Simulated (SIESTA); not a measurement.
# Ge under changes of volume

One of the cells (19.607 Å³/atom); the others are scaled copies at fixed shape and fractional positions:

```
Ge
1.0
     1.39715   -2.60052    0.00000
     1.39715    2.60052    0.00000
     0.00000    0.00000    2.69823
Ge
1
Direct
  0.50000 0.50000 0.00000
```

This isn't the form of Ge at room conditions, which is diamond.

```yaml
Program: SIESTA 5.4.2
Functional: LDA
Potentials_or_basis: PseudoDojo 0.4 standard (LDA files)
Basis: DZP (energy shift 0.003 Ry; two zetas on semicore shells)
Grid_cutoff: 800 Ry
Energy_shift: 0.003 Ry
k_mesh: 11 × 11 × 10
Occupations: fermi-dirac, width 0.05 eV
Spin: no spin polarisation
```

```tsv
volume (Å³/atom)	energy over the lowest point (meV/atom)	pressure (GPa)
18.431	0.00	-0.2
18.823	2.35	-1.6
19.215	8.07	-2.9
19.607	16.78	-4.1
19.999	28.16	-5.1
20.391	41.88	-6.0
20.783	?	?
```

Task: What does the run at 20.783 Å³/atom give?

Result: Energy over the lowest point 57.68 meV/atom; pressure -6.8 GPa.

Worked out: A Birch-Murnaghan fit of order 3 (a polynomial in V^(-2/3)) to the other rows has its minimum at 18.38 Å³/atom, just outside them, with B0 = V·E''(V) = 74 GPa and B' = 4.6 at fixed shape and positions, which overstates the stiffness. It gives 57.70 meV/atom at 20.783 Å³/atom, against the run's 57.68, and -dE/dV = -6.9 GPa, against -6.8.

Energies are extrapolated to zero smearing.

Caveats: the basis of atomic orbitals isn't converged, which shifts pressures, moduli and gaps.
